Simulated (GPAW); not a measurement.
Wanted: an ASE script for a GPAW 26.7.0 run.

| Quantity | Value |
| --- | --- |
| Task | single point |
| Functional | PBE |
| Potentials or basis | GPAW PAW data sets (gpaw-data 1.2.1) |
| Cutoff | 450 eV |
| Basis | pw |
| k mesh | 4 × 4 × 8 |
| Occupations | fermi-dirac, width 0.05 eV |
| Spin | no spin polarisation |
| Maxiter | 120 |
| Convergence | default |

The structure of Ge lies in Ge.cif:

```cif
data_Ge
_cell_length_a 5.14897944
_cell_length_b 5.14897944
_cell_length_c 2.79482529
_cell_angle_alpha 90.00000000
_cell_angle_beta 90.00000000
_cell_angle_gamma 90.00000000
_space_group_name_H-M_alt 'I4_1/amd'
_space_group_name_Hall 'I 4bw 2bw -1bw'
_space_group_IT_number 141
loop_
_space_group_symop_operation_xyz
'x,y,z'
'-y,x+1/2,z+1/4'
'-x+1/2,-y+1/2,z+1/2'
'y+1/2,-x,z+3/4'
'x,-y+1/2,-z+1/4'
'-y,-x,-z'
'-x+1/2,y,-z+3/4'
'y+1/2,x+1/2,-z+1/2'
'-x,-y+1/2,-z+1/4'
'y,-x,-z'
'x+1/2,y,-z+3/4'
'-y+1/2,x+1/2,-z+1/2'
'-x,y,z'
'y,x+1/2,z+1/4'
'x+1/2,-y+1/2,z+1/2'
'-y+1/2,-x,z+3/4'
'x+1/2,y+1/2,z+1/2'
'-y+1/2,x,z+3/4'
'-x,-y,z'
'y,-x+1/2,z+1/4'
'x+1/2,-y,-z+3/4'
'-y+1/2,-x+1/2,-z+1/2'
'-x,y+1/2,-z+1/4'
'y,x,-z'
'-x+1/2,-y,-z+3/4'
'y+1/2,-x+1/2,-z+1/2'
'x,y+1/2,-z+1/4'
'-y,x,-z'
'-x+1/2,y+1/2,z+1/2'
'y+1/2,x,z+3/4'
'x,-y,z'
'-y,-x+1/2,z+1/4'
loop_
_atom_site_label
_atom_site_type_symbol
_atom_site_symmetry_multiplicity
_atom_site_Wyckoff_symbol
_atom_site_fract_x
_atom_site_fract_y
_atom_site_fract_z
_atom_site_occupancy
Ge1 Ge 4 b 0.0000000000 0.0000000000 0.5000000000 1
```

This isn't the form of Ge at room conditions, which is diamond.

The input as run:

run.py

```python
from ase.dft.bandgap import bandgap
from ase.io import read, write
from ase.units import GPa
from gpaw import GPAW, PW

atoms = read('Ge.cif')

calc = GPAW(mode=PW(450),
            xc='PBE',
            kpts={'size': (4, 4, 8), 'gamma': True},
            occupations={'name': 'fermi-dirac', 'width': 0.05},
            nbands=18,
            maxiter=120,
            txt='gpaw.txt')
atoms.calc = calc
energy = atoms.get_potential_energy()
forces = atoms.get_forces()
stress = atoms.get_stress()
calc.write('gs.gpw')
write('result.traj', atoms)
print(f'Energy: {energy:.6f} eV')
print('Forces (eV/A):')
print(forces.round(4))
print('Stress (GPa):', (stress / GPa).round(3))
print('Fermi level:', round(calc.get_fermi_level(), 4), 'eV')
print(f'Gap: {bandgap(calc)[0]:.4f} eV, direct: {bandgap(calc, direct=True)[0]:.4f} eV')
```

Potentials or basis: GPAW PAW data sets (gpaw-data 1.2.1), pw.

Launch:

```bash
$ OMP_NUM_THREADS=1 python run.py
```

It gave:

The pressure is 3.0 GPa and the band gap on the k mesh is none (metal or under the smearing width).

Caveat: the cutoff is short for stress and forces, so pressures can be off by a GPa or more.

It took 13 s on 1 thread of Arm Neoverse V1, on a shared host, peak memory 0.15 GiB.
